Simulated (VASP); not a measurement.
Wanted: the native input for a VASP 6.6.1 run.

| Property | Result |
| --- | --- |
| Task | single point |
| Functional | LDA |
| Potentials or basis | VASP PAW LDA potentials, release 64 (Cd, Se) |
| Cutoff | 520 eV |
| k mesh | 4 × 4 × 3 |
| Occupations | gaussian, width 0.01 eV |
| Spin | no spin polarisation |
| Dipole correction | no |
| Further INCAR settings | ALGO = Normal; EDIFF = 1e-06; NBANDS = 26 |

The structure of CdSe (Cadmoselite) lies in POSCAR:

```
CdSe
1.0
    4.3000000000      0.0000000000      0.0000000000
   -2.1500000000      3.7239092400      0.0000000000
    0.0000000000      0.0000000000      7.0200000000
Cd Se
2 2
Direct
    0.3333333333      0.6666666667      0.0000000000
    0.6666666667      0.3333333333      0.5000000000
    0.3333333333      0.6666666667      0.3850000000
    0.6666666667      0.3333333333      0.8850000000
```

These files were run (other wordings do the same):

INCAR

```
PREC = Accurate ; ENCUT = 520
EDIFF = 1E-6 ; ISMEAR = 0
SIGMA = 0.01 ; LREAL = False
LASPH = True ; NELM = 100
ALGO = Normal ; ISIF = 2
LWAVE = False ; LCHARG = False
GGA = CA ; NBANDS = 26
```

KPOINTS

```
regular mesh
0
Gamma
  4 4 3
```

Potentials or basis: VASP PAW LDA potentials, release 64 (Cd, Se).

The run is started by

```sh
$ cat potpaw_LDA.64/Cd/POTCAR potpaw_LDA.64/Se/POTCAR > POTCAR
$ mpirun -np 1 vasp_std > vasp.out
```

It gave:

- Pressure: -1.3 GPa
- Largest force: 0.280 eV/Å
- Band gap on the k mesh: 0.45 eV, direct

Caveat: the k mesh is coarse (spacing up to 0.42 Å⁻¹), so the values aren't converged.

Run time: 10 s on 1 thread of Intel(R) Xeon(R) 6975P-C (Granite Rapids), with other jobs on the host, peak memory 0.19 GiB.
